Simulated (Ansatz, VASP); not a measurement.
## One calculation of Cd, two programs

The input INCAR:

```
ALGO     = Normal         # electronic algorithm
EDIFF    = 1E-6           # SCF threshold, eV
ENCUT    = 520            # plane-wave cutoff, eV
GGA      = RP             # functional
ISIF     = 2              # what is computed and relaxed
ISMEAR   = -1             # smearing method
LASPH    = True           # aspherical terms in the spheres
LCHARG   = False          # write CHGCAR
LREAL    = False          # projectors in reciprocal space
LWAVE    = False          # write WAVECAR
NBANDS   = 12             # bands
NELM     = 80             # most SCF steps
PREC     = Accurate       # precision mode
SIGMA    = 0.1            # smearing width, eV
```

Contents of KPOINTS:

```
k-points
0
Gamma
  13 13 13
```

POSCAR

```
Cd
1.0
    0.0000000000      2.3030368086      2.3030368086
    2.3030368086      0.0000000000      2.3030368086
    2.3030368086      2.3030368086      0.0000000000
Cd
1
Direct
    0.0000000000      0.0000000000      0.0000000000
```

Input for Ansatz:

```yaml
crystal:
  lattice:
    - [0.0, 2.3030368086, 2.3030368086]
    - [2.3030368086, 0.0, 2.3030368086]
    - [2.3030368086, 2.3030368086, 0.0]
  atoms:
    - { symbol: Cd, position: [0.0, 0.0, 0.0] }
hamiltonian:
  xc: rpbe
  pseudopotentials:
    kind: paw
    azcp:
      Cd: "pseudopotentials/Cd.paw.azcp"
basis:
  ecutwfc: 420
  fft_grid_basis: typed
kpoints:
  mp_grid: { grid: [13, 13, 13], shift: [0, 0, 0] }
magnetization:
  spin_polarized: false
scf:
  occupations: { method: fermi_dirac, width: 0.1 }
  lower_state_search: "off"
output:
  stress: true
```

Alike in both runs: task single point; functional RPBE; k mesh 13 × 13 × 13; occupations fermi-dirac, width 0.1 eV; no spin polarisation.

|  | VASP | Ansatz |
| --- | --- | --- |
| version | VASP 6.6.1 | Ansatz 0.2.0 |
| potentials or method | VASP PAW PBE potentials, release 64 (Cd) | plane waves (420 eV) with PAW, scalar-relativistic |
| plane-wave cutoff (eV) | 520 | 420 |
| valence electrons in the cell | 12 | 20 |

VASP gave:

| Property | Result |
| --- | --- |
| pressure (GPa) | 0.1 |

What did Ansatz give for the same quantities?

Pressure (GPa): -0.1.

The two sets of potentials don't hold the same shells in valence.

Caveats: the PAW data sets were made with another functional, which shifts forces and pressure a little (VASP).
